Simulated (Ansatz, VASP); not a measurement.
H6C in VASP and in Ansatz

```
CELL_PARAMETERS angstrom
7.19197 0.00000 0.00000
0.00000 7.19197 0.00000
0.00000 0.00000 7.19197
ATOMIC_POSITIONS crystal
H 0.52140 0.54811 0.30319
H 0.45993 0.59628 0.23311
H 0.72606 0.64485 0.79730
H 0.79131 0.57800 0.84866
H 0.25543 0.12929 0.57959
H 0.26276 0.11939 0.47534
H 0.70913 0.09406 0.60702
H 0.73190 0.99428 0.62784
H 0.36248 0.62540 0.89321
H 0.13900 0.54326 0.81809
H 0.34266 0.48893 0.68572
H 0.25556 0.72270 0.69013
H 0.35155 0.97751 0.11572
H 0.29411 0.21428 0.06416
H 0.17632 0.02867 0.94642
H 0.41628 0.07665 0.89657
H 0.91225 0.26539 0.19585
H 0.70961 0.12542 0.23862
H 0.82971 0.10791 0.02021
H 0.69767 0.31240 0.07592
H 0.96438 0.69452 0.15584
H 0.98468 0.86481 0.33682
H 0.15493 0.68359 0.31678
H 0.92433 0.62914 0.39265
C 0.27510 0.59513 0.77172
C 0.30929 0.07444 0.00545
C 0.78743 0.20298 0.13268
C 0.00690 0.71805 0.30046
```

Alike in both runs: functional PBE; dispersion D3(BJ); k mesh 1 × 1 × 1; occupations fermi-dirac, width 0.05 eV; no spin polarisation.

Ansatz relaxed the structure, and its values are those at the end. VASP's run is a single point on that final structure, the one shown.

|  | VASP | Ansatz |
| --- | --- | --- |
| version | VASP 6.6.1 | Ansatz 0.2.0 |
| potentials or method | VASP PAW PBE potentials, release 64 (H, C) | scalar-relativistic, plane waves, PAW |
| plane-wave cutoff (eV) | 520 | 420 |
| valence electrons in the cell | 40 | 40 |

```csv
,VASP,Ansatz,Ansatz less VASP
gap on the k mesh at the Fermi level (eV),8.58,8.58,+0.002
rms of the force components (eV/Å),0.081,0.083,+0.0020
dispersion energy (meV/atom),-22.0,-22.0,0.00
```

Ansatz warned: «xc_potential_rough_in_thin_density».

A hybrid or GW would open this gap; PBE tends to underestimate it.
